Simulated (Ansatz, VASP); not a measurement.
# Sb in VASP and in Ansatz

Contents of INCAR:

```
SYSTEM = Sb
PREC = Accurate
ENCUT = 520
EDIFF = 1E-8
ISMEAR = -1
SIGMA = 0.03
LREAL = .False.
LASPH = .True.
NELM = 60
ALGO = Normal
ISIF = 2
LWAVE = .False.
LCHARG = .False.
GGA = CA
LEFG = .True.
NBANDS = 12
```

KPOINTS

```
regular mesh
0
Gamma
  12 12 7
  0 0 0
```

File POSCAR:

```
Sb
1.0
    3.3913120892      0.0000000000      0.0000000000
   -1.6956560446      2.9369624214      0.0000000000
    0.0000000000      0.0000000000      5.3652990420
Sb
2
Direct
    0.3333333333      0.6666666667      0.2500000000
    0.6666666667      0.3333333333      0.7500000000
```

Input for Ansatz:

```yaml
crystal:
  lattice:
    - [3.3913120892, 0.0, 0.0]
    - [-1.6956560446, 2.9369624214, 0.0]
    - [0.0, 0.0, 5.365299042]
  atoms:
    - { symbol: Sb, position: [0.3333333333, 0.6666666667, 0.25] }
    - { symbol: Sb, position: [0.6666666667, 0.3333333333, 0.75] }
kpoints:
  mp_grid: { grid: [12, 12, 7] }
scf:
  occupations: { method: fermi_dirac, width: 0.03 }
hamiltonian:
  xc: lda
  pseudopotentials: { kind: paw }
output:
  forces: true
  stress: true
  eigenvalues: true
  efg: { contact_densities: true }
```

Change from the starting cell: volume scaled by 1.02, PAW files.

Alike in both runs: task electric field gradients; functional LDA; k mesh 12 × 12 × 7; occupations fermi-dirac, width 0.03 eV; no spin polarisation.

|  | VASP | Ansatz |
| --- | --- | --- |
| version | VASP 6.6.1 | Ansatz 0.2.0 |
| potentials or method | VASP PAW LDA potentials, release 64 (Sb) | PAW with Ansatz's default frozen-core files, scalar-relativistic |
| plane-wave cutoff (eV) | 520 | 420 |
| valence electrons in the cell | 10 | 30 |

|  | VASP | Ansatz | Ansatz less VASP |
| --- | --- | --- | --- |
| pressure (GPa) | -2.5 | -2.6 | -0.09 |
| largest component of the traceless stress (GPa) | 0.99 | 0.98 | -0.008 |
| Vzz of the field gradient on the site that differs most (V/Å²) | 24.6 | 26.7 | +2.03 |

The two sets of potentials don't hold the same shells in valence. Ansatz warned: «gradients_without_spin_orbit».

The runs have no spin-orbit coupling, so splittings on Sb are missing.
